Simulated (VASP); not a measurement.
# TaN (P-6m2) in VASP: notebook

One crystal, TaN, is run at these levels: PBE0(alpha); tasks: single point.

Everything below comes from runs of VASP 6.6.1. Logs are shortened: lines on timing, memory, paths and dates and some standing lists are left out, and cuts for length are marked.

## 1. Starting point

The structure is hexagonal, space group P-6m2 (No. 187). The conventional cell has a = 2.938 Å, b = 2.938 Å, c = 2.883 Å, α = 90.00°, β = 90.00°, γ = 120.00°. Ta (site symmetry -6m2) has 6 N at 2.23 Å as nearest neighbours. N (site symmetry -6m2) has 6 Ta at 2.23 Å as nearest neighbours.

## 2. Single point, PBE0(alpha)

Contents of POSCAR:

```
TaN
1.0
    2.9380011100      0.0000000000      0.0000000000
   -1.4690005500      2.5443836000      0.0000000000
    0.0000000000      0.0000000000      2.8830022100
Ta N
1 1
Direct
    0.3333333333      0.6666666667      0.5000000000
    0.0000000000      0.0000000000      0.0000000000
```

Contents of INCAR.step1:

```
PREC     = Accurate       # precision mode
ENCUT    = 520            # plane-wave cutoff, eV
EDIFF    = 1E-5           # SCF threshold, eV
ISMEAR   = -1             # smearing method
SIGMA    = 0.05           # smearing width, eV
LREAL    = False          # projectors in reciprocal space
LASPH    = True           # aspherical terms in the spheres
NELM     = 80             # most SCF steps
ALGO     = Normal         # electronic algorithm
ISIF     = 2              # what is computed and relaxed
LWAVE    = True           # write WAVECAR
LCHARG   = False          # write CHGCAR
NBANDS   = 15             # bands
GGA      = PE             # functional
```

Contents of INCAR.step2:

```
PREC     = Accurate       # precision mode
ENCUT    = 520            # plane-wave cutoff, eV
EDIFF    = 1E-6           # SCF threshold, eV
ISMEAR   = -1             # smearing method
SIGMA    = 0.05           # smearing width, eV
LREAL    = False          # projectors in reciprocal space
LASPH    = True           # aspherical terms in the spheres
NELM     = 80             # most SCF steps
ALGO     = Normal         # electronic algorithm
ISIF     = 2              # what is computed and relaxed
LWAVE    = False          # write WAVECAR
LCHARG   = False          # write CHGCAR
GGA      = PE             # functional
LHFCALC  = True           # exact exchange
AEXX     = 0.25           # exact-exchange fraction
PRECFOCK = Fast         
HFRCUT   = -1           
NBANDS   = 15             # bands
ISTART   = 1
```

Contents of KPOINTS:

```
Automatic mesh
0
Gamma
  5 5 5
```

Potentials or basis: VASP PAW PBE potentials, release 64 (Ta_pv, N).

Launch:

```
$ cat potpaw_PBE.64/Ta_pv/POTCAR potpaw_PBE.64/N/POTCAR > POTCAR
$ cp INCAR.step1 INCAR
$ mpirun -np 1 vasp_std > vasp.out
$ cp INCAR.step2 INCAR
$ mpirun -np 1 vasp_std > vasp.out
```

OUTCAR:

```text
PREC = Accurate
   ENCUT = 520
   EDIFF = 1E-6
   ISMEAR = -1
   LREAL = False
   LASPH = True
   NELM = 80
   ISIF = 2
   GGA = PE
   LHFCALC = True
   AEXX = 0.25
   PRECFOCK = Fast
   ISTART = 1

 ion  position               nearest neighbor table
   1  0.333  0.667  0.500-   2 2.23   2 2.23   2 2.23   2 2.23   2 2.23   2 2.23
   2  0.000  0.000  0.000-   1 2.23   1 2.23   1 2.23   1 2.23   1 2.23   1 2.23

  LATTYP: Found a hexagonal cell.
 ALAT       =     2.9380011100
 C/A-ratio  =     0.9812801636

  Lattice vectors:

 A1 = (   2.9380011100,   0.0000000000,   0.0000000000)
 A2 = (  -1.4690005500,   2.5443836000,   0.0000000000)
 A3 = (   0.0000000000,   0.0000000000,   2.8830022100)

Analysis of symmetry for initial positions (statically):
=====================================================================
 Subroutine PRICEL returns:
 Original cell was already a primitive cell.

 Routine SETGRP: Setting up the symmetry group for a
 hexagonal supercell.

 Subroutine GETGRP returns: Found 12 space group operations
 (whereof 12 operations were pure point group operations)
 out of a pool of 24 trial point group operations.

The static configuration has the point symmetry D_3h.

Analysis of symmetry for dynamics (positions and initial velocities):
=====================================================================
 Subroutine PRICEL returns:
 Original cell was already a primitive cell.

 Routine SETGRP: Setting up the symmetry group for a
 hexagonal supercell.

 Subroutine GETGRP returns: Found 12 space group operations
 (whereof 12 operations were pure point group operations)
 out of a pool of 24 trial point group operations.

The dynamic configuration has the point symmetry D_3h.

 Subroutine INISYM returns: Found 12 space group operations
 (whereof 12 operations are pure point group operations),
 and found     1 'primitive' translations

----------------------------------------------------------------------------------------

                                     Primitive cell

  volume of cell :      21.5516

  direct lattice vectors                    reciprocal lattice vectors
     2.938001110  0.000000000  0.000000000     0.340367468  0.196511249  0.000000000
    -1.469000550  2.544383600  0.000000000     0.000000000  0.393022499  0.000000000
     0.000000000  0.000000000  2.883002210     0.000000000  0.000000000  0.346860643

  length of vectors
     2.938001110  2.938001110  2.883002210     0.393022499  0.393022499  0.346860643

  position of ions in fractional coordinates (direct lattice)
     0.333333333  0.666666667  0.500000000
     0.000000000  0.000000000  0.000000000

  ion indices of the primitive-cell ions
   primitive index   ion index
                 1           1
                 2           2

----------------------------------------------------------------------------------------

 KPOINTS: Automatic mesh

Automatic generation of k-mesh.
 Grid dimensions read from file:
 generate k-points for:    5    5    5

 Generating k-lattice:

  Cartesian coordinates                     Fractional coordinates (reciprocal lattice)
     0.068073494  0.039302250  0.000000000     0.200000000  0.000000000  0.000000000
     0.000000000  0.078604500  0.000000000     0.000000000  0.200000000  0.000000000
     0.000000000  0.000000000  0.069372129     0.000000000  0.000000000  0.200000000

  Length of vectors
     0.078604500  0.078604500  0.069372129

  Shift w.r.t. Gamma in fractional coordinates (k-lattice)
     0.000000000  0.000000000  0.000000000

 Subroutine IBZKPT returns following result:
 ===========================================

 Found     15 irreducible k-points:

 Following reciprocal coordinates:
            Coordinates               Weight
  0.000000  0.000000  0.000000      1.000000
  0.200000 -0.000000  0.000000      6.000000
  0.400000 -0.000000  0.000000      6.000000
  0.200000  0.200000  0.000000      6.000000
  0.400000  0.200000  0.000000      6.000000
  0.000000  0.000000  0.200000      2.000000
  0.200000 -0.000000  0.200000     12.000000
  0.400000 -0.000000  0.200000     12.000000
  0.200000  0.200000  0.200000     12.000000
  0.400000  0.200000  0.200000     12.000000
  0.000000  0.000000  0.400000      2.000000
  0.200000 -0.000000  0.400000     12.000000
  0.400000 -0.000000  0.400000     12.000000
  0.200000  0.200000  0.400000     12.000000
  0.400000  0.200000  0.400000     12.000000
   k-points           NKPTS =     15   k-points in BZ     NKDIM =    125   number of bands    NBANDS=     15
   number of dos      NEDOS =    301   number of ions     NIONS =      2
   total plane-waves  NPLWV =  13824
   dimension x,y,z NGX =    24 NGY =   24 NGZ =   24
   dimension x,y,z NGXF=    48 NGYF=   48 NGZF=   48
   ions per type =               1   1
   NGX,Y,Z   is equivalent  to a cutoff of  13.58, 13.58, 13.84 a.u.
   NGXF,Y,Z  is equivalent  to a cutoff of  27.16, 27.16, 27.68 a.u.
 SYSTEM =  unknown system
   PREC   = accura    normal or accurate (medium, high low for compatibility)
   ISTART =      1    job   : 0-new  1-cont  2-samecut
   ICHARG =      0    charge: 1-file 2-atom 10-const
   ISPIN  =      1    spin polarized calculation?
   LNONCOLLINEAR =      F non collinear calculations
   LSORBIT =      F    spin-orbit coupling
   LASPH  =      T    aspherical Exc in radial PAW
   ENCUT  =  520.0 eV  38.22 Ry    6.18 a.u.   5.46  5.46  5.36*2*pi/ulx,y,z
   NELM   =     80;   NELMIN=  2; NELMDL=  0     # of ELM steps
   EDIFF  = 0.1E-05   stopping-criterion for ELM
   LREAL  =      F    real-space projection
   EDIFFG = 0.1E-04   stopping-criterion for IOM
   NSW    =      0    number of steps for IOM
   IBRION =     -1    ionic relax: 0-MD 1-quasi-New 2-CG
   NFREE  =      0    steps in history (QN), initial steepest desc. (CG)
   ISIF   =      2    stress and relaxation
   ISYM   =      3    0-nonsym 1-usesym 2-fastsym
   POTIM  = 0.5000    time-step for ionic-motion
   TEBEG  =    0.0;   TEEND  =   0.0 temperature during run
   PSTRESS=    0.0 pullay stress
   NELECT =      16.0000    total number of electrons
   NUPDOWN=      -1.0000    fix difference up-down
   EMIN   =  10.00;   EMAX   =-10.00  energy-range for DOS
   EFERMI =   0.00;   METHOD = LEGACY
   ISMEAR =    -1;   SIGMA  =   0.05  broadening in eV -4-tet -1-fermi 0-gaus
   EFERMI_NEDOS =   21; number of points for ismear=-14 and -15
   IALGO  =     38    algorithm
   IMIX   =      1    mixing-type and parameters
     AMIX     =   0.40;   BMIX     =  1.00
     AMIX_MAG =   1.60;   BMIX_MAG =  1.00
  volume/ion in A,a.u.               =      10.78        72.72
  Fermi-wavevector in a.u.,A,eV,Ry     =   1.482364  2.801263 29.897501  2.197404
  Thomas-Fermi vector in A             =   2.596160
   LORBIT       =      0    0 simple, 1 ext, 2 COOP (PROOUT), +10 PAW based schemes
   GGA     = PE    functional components
   LHFCALC =     T    Hartree Fock is set to
   PRECFOCK=fast      Normal, Fast or Accurate (Low or Medium for compatibility)
   ENCUT4O =  -1.0   cutoff for four orbital integrals eV
   NKREDX  =     1    reduce k-point grid by
   NKREDY  =     1    reduce k-point grid by
   NKREDZ  =     1    reduce k-point grid by
   AEXX    =    0.2500 exact exchange contribution
   HFSCREEN=    0.0000 screening length (either q_TF or 0.3 A-1)
   HFSCREENC=   0.0000 screening length for correlation (either q_TF or 0.3 A-1)
   ENCUTFOCK=  -1.0 apply spherical cutoff to Coloumb kernel
   IVDW    =     0    specifies the selected vdW correction
   LEPSILON=     F    determine dielectric tensor
   LRPA    =     F    only Hartree local field effects (RPA)
 non-spin polarized calculation
  energy-cutoff  :      520.00
  volume of cell :       21.55
 maximum number of plane-waves:       599
 NGX is ok and might be reduce to    24
  NGX = 14; NGY = 14; NGZ = 14

 number of electron      16.0000001 magnetization

 Free energy of the ion-electron system (eV)
  ---------------------------------------------------
  ext. energy  EPLUGINS =         0.00000000
  ---------------------------------------------------
  free energy    TOTEN  =       -28.12379891 eV

  energy without entropy =      -28.12378055  energy(sigma->0) =      -28.12378973

 E-fermi :   8.4010     XC(G=0): -10.4788

 val. band max:        8.0373502637   @ k =   0.0000   0.0000   0.4000
 cond. band min:       8.7646161934   @ k =   0.0000   0.0000   0.4000
 fundamental gap:      0.7272659297
 Fermi energy:         8.4009831316

 k-point     1 :       0.0000    0.0000    0.0000
  band No.  band energies     occupation
      1     -29.6313      2.00000
      2     -29.3665      2.00000
      3     -29.3585      2.00000
      4     -12.2901      2.00000
      5       2.4007      2.00000
      6       2.4133      2.00000
      7       2.8672      2.00000
      8       4.1596      2.00000
      9      11.2990      0.00000
     10      12.8084      0.00000
     11      12.8303      0.00000
     12      13.3576      0.00000
     13      13.3582      0.00000
     14      22.6031      0.00000
     15      23.8634      0.00000

 k-point     2 :       0.2000   -0.0000    0.0000
  band No.  band energies     occupation
      1     -29.7931      2.00000
      2     -29.5743      2.00000
      3     -29.4571      2.00000
      4     -11.4707      2.00000
      5       0.5049      2.00000
      6       2.9788      2.00000
      7       3.1787      2.00000
      8       3.8154      2.00000
      9      11.3726      0.00000
     10      12.9471      0.00000
     11      13.0195      0.00000
     12      13.8386      0.00000
     13      14.1908      0.00000
     14      22.6045      0.00000
     15      23.8631      0.00000
[... 203 lines left out ...]
      3     -29.5834      2.00000
      4      -9.9684      2.00000
      5      -0.4489      2.00000
      6       0.1591      2.00000
      7       2.4417      2.00000
      8       5.8151      2.00000
      9      12.3410      0.00000
     10      13.1561      0.00000
     11      14.0784      0.00000
     12      16.0619      0.00000
     13      19.7206      0.00000
     14      22.7318      0.00000
     15      23.6718      0.00000

 k-point    15 :       0.4000    0.2000    0.4000
  band No.  band energies     occupation
      1     -30.2633      2.00000
      2     -30.2314      2.00000
      3     -29.7690      2.00000
      4     -10.0331      2.00000
      5      -1.0768      2.00000
      6       0.0694      2.00000
      7       2.4291      2.00000
      8       6.7869      2.00000
      9      13.5886      0.00000
     10      14.0411      0.00000
     11      15.4456      0.00000
     12      16.6726      0.00000
     13      19.2884      0.00000
     14      21.3351      0.00000
     15      22.9767      0.00000

------------------------ aborting loop because EDIFF is reached ----------------------------------------

  FORCE on cell =-STRESS in cart. coord.  units (eV):
  Direction    XX          YY          ZZ          XY          YZ          ZX
  --------------------------------------------------------------------------------------
  -------------------------------------------------------------------------------------
  Total       -0.5365768     -0.5365768     -0.6226733     -0.0000000      0.0000000     -0.0000000
  in kB      -39.8898972    -39.8898972    -46.2904390     -0.0000001      0.0000000     -0.0000000
  external PRESSURE =     -42.0234111 kB  Pullay stress =       0.0000000 kB

 VOLUME and BASIS-vectors are now :
 -----------------------------------------------------------------------------
  energy-cutoff  :      520.00
  volume of cell :       21.55
      direct lattice vectors                 reciprocal lattice vectors
     2.938001110  0.000000000  0.000000000     0.340367468  0.196511249  0.000000000
    -1.469000550  2.544383600  0.000000000     0.000000000  0.393022499  0.000000000
     0.000000000  0.000000000  2.883002210     0.000000000  0.000000000  0.346860643

 POSITION                                       TOTAL-FORCE (eV/Angst)
 -----------------------------------------------------------------------------------
      0.00000      1.69626      1.44150         0.000000      0.000000      0.000000
      0.00000      0.00000      0.00000        -0.000000      0.000000      0.000000
 -----------------------------------------------------------------------------------
    total drift:                               -0.000839      0.000295      0.000003

  FREE ENERGIE OF THE ION-ELECTRON SYSTEM (eV)
  ---------------------------------------------------
  free  energy   TOTEN  =       -28.1237989126 eV

  energy  without entropy=      -28.1237805457  energy(sigma->0) =      -28.12378973
```

It took 18 min on 1 thread of Intel Xeon Platinum 8488C (Sapphire Rapids), shared host; peak memory 0.14 GiB.

Results:

* Free energy: -28.1238 eV
* Pressure: -4.2 GPa
* Band gap on the k mesh: 0.73 eV, direct

Caveat: the k mesh is coarse (spacing up to 0.49 Å⁻¹), so the values aren't converged, least of all with exact exchange; the PAW data sets were made with another functional, which shifts forces and pressure a little; spin-orbit coupling is left out, which moves the levels of the heavy elements; an odd mesh through Γ misses points on the zone boundary, where band edges often lie.

## 3. Single point, PBE0(alpha)

POSCAR is that of step 2.

INCAR.step1 is that of step 2.

INCAR.step2, as its differences from that of step 2:

```diff
@@ -14,3 +14,3 @@
 LHFCALC  = True           # exact exchange
-AEXX     = 0.25           # exact-exchange fraction
+AEXX     = 0.3            # exact-exchange fraction
 PRECFOCK = Fast
```

KPOINTS is that of step 2.

Potentials or basis: VASP PAW PBE potentials, release 64 (Ta_pv, N).

Launch:

```
$ cat potpaw_PBE.64/Ta_pv/POTCAR potpaw_PBE.64/N/POTCAR > POTCAR
$ cp INCAR.step1 INCAR
$ mpirun -np 1 vasp_std > vasp.out
$ cp INCAR.step2 INCAR
$ mpirun -np 1 vasp_std > vasp.out
```

Wall time 19 min (1 thread of Intel Xeon Platinum 8488C (Sapphire Rapids), shared host); peak memory 0.14 GiB.

The run converged. Its results:

| Item | Value |
| --- | --- |
| Free energy | -29.2716 eV |
| Pressure | -6.0 GPa |
| Band gap on the k mesh | 0.88 eV, direct |

Stress tensor (GPa, compression positive):
```
-5.75  0.00  0.00
 0.00 -5.75  0.00
 0.00  0.00 -6.57
```

Levels at points of the mesh, in eV from the valence-band top:
| k point | band 4 | band 5 | band 6 | band 7 | band 8 | band 9 | band 10 | band 11 | band 12 | band 13 |
| --- | --- | --- | --- | --- | --- | --- | --- | --- | --- | --- |
| (0.00, 0.00, 0.00) | -20.84 | -5.86 | -5.84 | -5.37 | -4.08 | 3.47 | 5.01 | 5.03 | 5.58 | 5.59 |

Caveat: the k mesh is coarse (spacing up to 0.49 Å⁻¹), so the values aren't converged, least of all with exact exchange; the PAW data sets were made with another functional, which shifts forces and pressure a little; spin-orbit coupling is left out, which moves the levels of the heavy elements; an odd mesh through Γ misses points on the zone boundary, where band edges often lie.
